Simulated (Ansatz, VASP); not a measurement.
## One calculation of GdN, two programs

The input INCAR:

```
SYSTEM = GdN
  PREC = Accurate
  ENCUT = 520
  EDIFF = 1E-6
  ISMEAR = 0
  SIGMA = 0.05
  LREAL = .False.
  LASPH = .True.
  NELM = 150
  ALGO = Normal
  ISIF = 2
  LWAVE = .False.
  LCHARG = .False.
  ISPIN = 2
  MAGMOM = 7.63 0
  LORBIT = 11
  LMAXMIX = 6
  LDAU = .True.
  LDAUTYPE = 2
  LDAUL = 3 -1
  LDAUU = 6 0
  LDAUJ = 0 0
  LDAUPRINT = 1
  GGA = PE
  NBANDS = 22
```

File KPOINTS:

```
regular mesh
0
Gamma
  10 10 10
  0 0 0
```

Contents of POSCAR:

```
GdN
1.0
    0.0000000000      2.4994985661      2.4994985661
    2.4994985661      0.0000000000      2.4994985661
    2.4994985661      2.4994985661      0.0000000000
Gd N
1 1
Direct
    0.5000000000      0.5000000000      0.5000000000
    0.0000000000      0.0000000000      0.0000000000
```

Input for Ansatz:

```yaml
crystal:
  lattice:
    - [0.0, 2.4994985661, 2.4994985661]
    - [2.4994985661, 0.0, 2.4994985661]
    - [2.4994985661, 2.4994985661, 0.0]
  atoms:
    - { symbol: Gd, position: [0.5, 0.5, 0.5], spin: 7.63 }
    - { symbol: "N", position: [0.0, 0.0, 0.0] }
basis:
  ecutwfc: 420
  ecutrho_ratio: 4
kpoints:
  mp_grid: { grid: [10, 10, 10] }
  band_path:
    path:
      - [[0.0, 0.0, 0.0], [0.5, 0.0, 0.5], [0.625, 0.25, 0.625]]
      - [[0.375, 0.375, 0.75], [0.0, 0.0, 0.0], [0.5, 0.5, 0.5], [0.5, 0.25, 0.75], [0.5, 0.0, 0.5]]
    npoints: 6
hamiltonian:
  xc: pbe
  hubbard: { sites: [{ species: Gd, l: f, u_eff: 6.0 }] }
scf:
  occupations: { method: gaussian, width: 0.05 }
  lower_state_search: "off"
output:
  forces: true
  stress: true
  eigenvalues: true
  populations: true
  hubbard: { sites: [{ species: Gd, l: f }] }
  eigenstates:
    nscf_kmesh: { grid: [10, 10, 10] }
    top_band: c28
    exchange_couplings: { magnetic: [{ site: 0 }] }
    magnetocrystalline_anisotropy: {}
magnetization:
  spin_polarized: true
checkpoint:
  read: start.run
  write: ck
  compress: false
  write_wavefunctions: false
  write_every: 100000
```

Alike in both runs: task single point; functional PBE; k mesh 10 × 10 × 10; occupations gaussian, width 0.05 eV; collinear spin; Hubbard terms Gd f U = 6.0 eV.

|  | VASP | Ansatz |
| --- | --- | --- |
| version | VASP 6.6.1 | Ansatz 0.2.0 |
| potentials or method | VASP PAW PBE potentials, release 64 (Gd, N) | scalar-relativistic, plane waves, PAW |
| plane-wave cutoff (eV) | 520 | 420 |
| valence electrons in the cell | 23 | 23 |

|  | VASP | Ansatz | Ansatz less VASP |
| --- | --- | --- | --- |
| gap on the k mesh at the Fermi level (eV) | none | none | - |
| pressure (GPa) | 0.5 | 0.3 | -0.27 |
| net moment per atom (μB) | 3.50 | 3.50 | 0.000 |
| size of the moment on the site where the two differ most (μB) | 6.87 | 6.94 | +0.063 |

Site moments also hang on the region over which each program counts them. The programs project onto different local orbitals, so the same U acts differently. A gap of «none» marks a metal or a gap that the smearing closes. Ansatz warned: «anisotropy_in_doubt».

Caveats: spin-orbit coupling is left out, which moves the levels of the heavy elements; a cell with one magnetic atom can't hold antiferromagnetic order, which such compounds often take. The state reached can hang on the start; a lower one may exist.
